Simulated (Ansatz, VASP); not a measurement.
# Cross-check of GaAs between VASP and Ansatz, part 2 of 2

One calculation is typed for both programs; each brings its own data sets and cutoff. How far apart do they land?  The cell comes out of the VASP series on this material, whose earlier steps may have relaxed, scaled or displaced it; both programs get it as it stands.

VASP 6.6.1 and Ansatz 0.2.0.

So far: The starting structure; VASP: relaxation of cell and atoms, LDA; Ansatz: relaxation of cell and atoms, LDA.

### 4. Differences

Known differences besides the PAW data sets themselves: the two LDA forms differ slightly; both relaxations stop at a tolerance, which leaves soft axes loose, and VASP keeps its plane-wave basis; the data sets hold 28 valence electrons in Ansatz (default PAW (the set named soft_2) files) and 18 in VASP; the cutoff is 420 eV in Ansatz and 500 eV in VASP; Ansatz makes its cores anew for this functional, VASP keeps those of its LDA data sets; Ansatz adds a Pulay correction to the stress that steers its cell, VASP none. Total energies have different zeros and are not compared.

Both answers:

| quantity | Ansatz | VASP | difference |
| --- | --- | --- | --- |
| volume (Å³) | 43.96 | 44.15 | -0.43 % |
| edge a after relaxation, in the typed setting (Å) | 3.961 | 3.967 | -0.14 % |

The walks stopped with 0.00 GPa left in Ansatz and 0.00 GPa in VASP; each walk ends within a tolerance, so the volume difference is uncertain by about these residues over the bulk modulus, most in soft cells.

### 5. Ansatz: elastic constants, LDA

Elastic constants are differences of stresses under small strains, so they test the stress and the mesh.

input.yaml

```yaml
crystal:
  lattice:
    - [0.0, 2.8051277464, 2.8051277464]
    - [2.8051277464, 0.0, 2.8051277464]
    - [2.8051277464, 2.8051277464, 0.0]
  atoms:
    - { symbol: As, position: [0.75, 0.75, 0.75] }
    - { symbol: Ga, position: [0.0, 0.0, 0.0] }
hamiltonian:
  xc: lda
  pseudopotentials: { kind: paw }
kpoints:
  mp_grid: { grid: [8, 8, 8] }
scf:
  occupations: { method: gaussian, width: 0.03 }
elastic:
  mode: relaxed_ion
  stencil: two_point
output:
  forces: true
  stress: true
```

On the command line:

```
> ansatz run input.yaml --threads 4 --pin off --max-ram 9216MiB --backend cpu --events-out ev --progress --plain --runs-dir out
```

Numbers of over 12 decimals in the logs are rounded to 6 here.

Log:

```text
[...]
Crystal: 2 atoms, lattice volume = 44.146 Å³
Basis set: ecut = 420 eV, 869 PW (Γ)
Bands: 18, of which v1, the nominal top of the filled ones, is band 14 counted from 1 (13 counted from 0)
Symmetry: 24 space group operations
[...]
k-points: 29 of 512 (time reversal used)
[...]
2.000e-3       0.5364       -8481.2919012       5   13910    889   relax 0 steps, max|allowed force component| 3.10e-17 eV/Å
[...]
δ    σ_23 (GPa)             F (eV)   n_scf  n_hpsi   n_pw
    -2.000e-3      -0.1166       -8481.2920997       2   15488    887   relax 3 steps, max|allowed force component| 3.62e-8 eV/Å
     2.000e-3       0.1166       -8481.2920997       2   15526    887   relax 2 steps, max|allowed force component| 1.33e-7 eV/Å
[key lines of the parts left out:]
SCF converged after 10 iterations
Free energy (F): -8481.292133 eV
Fermi energy:    8.418870 eV
P = ⅓ Tr σ = -0.3052 GPa (-3.052 kbar)
```

The job ended after 11 s (4 threads of Arm Neoverse V2, shared host; peak memory 0.43 GiB).

### 6. VASP: elastic constants, LDA

The same cell, functional (in two slightly different forms), mesh and smearing now go to VASP, with its own data sets and cutoff.

INCAR

```
SYSTEM = GaAs
PREC = Accurate
ENCUT = 700
EDIFF = 1E-08
NELM = 100
ISMEAR = 0
SIGMA = 0.03
LREAL = .FALSE.
ALGO = Normal
GGA = CA
NBANDS = 15
LORBIT = 11
LWAVE = .FALSE.
LCHARG = .FALSE.
KPAR = 4
IBRION = 6
NFREE = 2
POTIM = 0.015
ISIF = 3
NSW = 1
```

POSCAR

```
GaAs
1.0
    0.0000000000      2.8051277464      2.8051277464
    2.8051277464      0.0000000000      2.8051277464
    2.8051277464      2.8051277464      0.0000000000
As Ga
1 1
Direct
    0.7500000000      0.7500000000      0.7500000000
    0.0000000000      0.0000000000      0.0000000000
```

KPOINTS

```
Automatic mesh
0
Gamma
8 8 8
0 0 0
```

Potentials, in the order of the species: As and Ga_d (LDA family, release 64).

On the command line:

```
> mpirun -np 4 vasp_std
```

Log:

```text
[... set-up lines as in an earlier step ...]
 entering main loop
       N       E                     dE             d eps       ncg     rms          rms(c)
DAV:   1     0.919347662044E+02    0.91935E+02   -0.10613E+04   885   0.200E+03
DAV:   2    -0.228868682957E+01   -0.94223E+02   -0.90437E+02   975   0.361E+02
DAV:   3    -0.974765777501E+01   -0.74590E+01   -0.73911E+01  1108   0.758E+01
DAV:   4    -0.987010334394E+01   -0.12245E+00   -0.12243E+00   963   0.107E+01
[...]
DAV:  11    -0.963693496441E+01   -0.48510E-05   -0.67032E-06  1003   0.411E-02    0.244E-03
DAV:  12    -0.963693484708E+01    0.11733E-06   -0.48813E-07  1300   0.103E-02    0.196E-03
DAV:  13    -0.963693484748E+01   -0.39927E-09   -0.70214E-08  1052   0.213E-03
   1 F= -.96369348E+01 E0= -.96369348E+01  d E =-.524458E-12
[... from here on, the cycles between the ionic steps are left out ...]
   2 F= -.96333643E+01 E0= -.96333643E+01  d E =-.149715E-19
   3 F= -.96332321E+01 E0= -.96332321E+01  d E =-.301491E-24
   9 F= -.96344576E+01 E0= -.96344576E+01  d E =-.211573E-24
  10 F= -.96344576E+01 E0= -.96344576E+01  d E =-.482610E-19
  11 F= -.96344576E+01 E0= -.96344576E+01  d E =-.620256E-19
  12 F= -.96344576E+01 E0= -.96344576E+01  d E =-.161119E-18
  13 F= -.96344576E+01 E0= -.96344576E+01  d E =-.107489E-18
  14 F= -.96358499E+01 E0= -.96358499E+01  d E =-.604396E-15
  15 F= -.96358500E+01 E0= -.96358500E+01  d E =-.430245E-15
  16 F= -.96358523E+01 E0= -.96358523E+01  d E =-.461132E-15
  17 F= -.96358523E+01 E0= -.96358523E+01  d E =-.513742E-15
 Finite differences progress:
  Degree of freedom:   8/  8
  Displacement:        2/  2
  Total:              16/ 16
```

Parts of OUTCAR (step 6):

```text
  Total        0.0022652      0.0049028      0.0049028      0.0000000      0.1141413      0.0000000
  in kB        0.0822122      0.1779373      0.1779373      0.0000000      4.1425286      0.0000000
  external PRESSURE =       0.1460289 kB  Pullay stress =       0.0000000 kB

 POSITION                                       TOTAL-FORCE (eV/Angst)
 -----------------------------------------------------------------------------------
      4.20769      4.20769      4.20769        -0.144560     -0.000000     -0.000000
     -0.01500      0.00000      0.00000         0.144560      0.000000      0.000000
 -----------------------------------------------------------------------------------
    total drift:                               -0.000159     -0.000000     -0.000000

  FREE ENERGIE OF THE ION-ELECTRON SYSTEM (eV)
  ---------------------------------------------------
  free  energy   TOTEN  =        -9.6358522809 eV

  energy  without entropy=       -9.6358522809  energy(sigma->0) =       -9.63585228

[... 3 further parts left out ...]
[key lines of the parts left out:]
E-fermi :   4.2220
```

### 7. Comparison

What differs besides the data sets and the points named for the pairs above, as far as they apply: the cutoff is 420 eV in Ansatz and 700 eV in VASP. Total energies have different zeros and are not compared.

Both answers:

| quantity | Ansatz | VASP | difference |
| --- | --- | --- | --- |
| C11 (GPa) | 116.0 | 117.3 | -1.12 % |
| C22 (GPa) | 116.0 | 117.3 | -1.12 % |
| C33 (GPa) | 116.0 | 117.3 | -1.12 % |
| C12 (GPa) | 51.8 | 53.4 | -3.04 % |
| C13 (GPa) | 51.8 | 53.4 | -3.04 % |
| C23 (GPa) | 51.8 | 53.4 | -3.04 % |
| C44 (GPa) | 58.3 | 58.4 | -0.15 % |
| C55 (GPa) | 58.3 | 58.4 | -0.15 % |
| C66 (GPa) | 58.3 | 58.4 | -0.15 % |

### 8. What came out

| Quantity | Value |
| --- | --- |
| difference in volume (relaxation of cell and atoms, LDA) | -0.43 % |
| difference in C12 (elastic constants, LDA) | -3.0 % |

**Reading.** The difference in C12 is -3.0 % (elastic constants, LDA), within the 5 % picked in this series as the mark of a large difference. Differences of this kind measure data sets and numerical settings, not the functional's error against experiment.

[Lines on the potential files, build, host, timing and source positions are cut from VASP's logs without a mark.]

[Logs are printed without paths, hosts, clocks, repeated set-up lines and the standing remarks that a program may print on its own settings, such as how far it seeks lower states.]

[Hosts, paths, dates, database ids (printed as entryN), source tags and the programs' standing remarks are cut or masked in the printed files.]
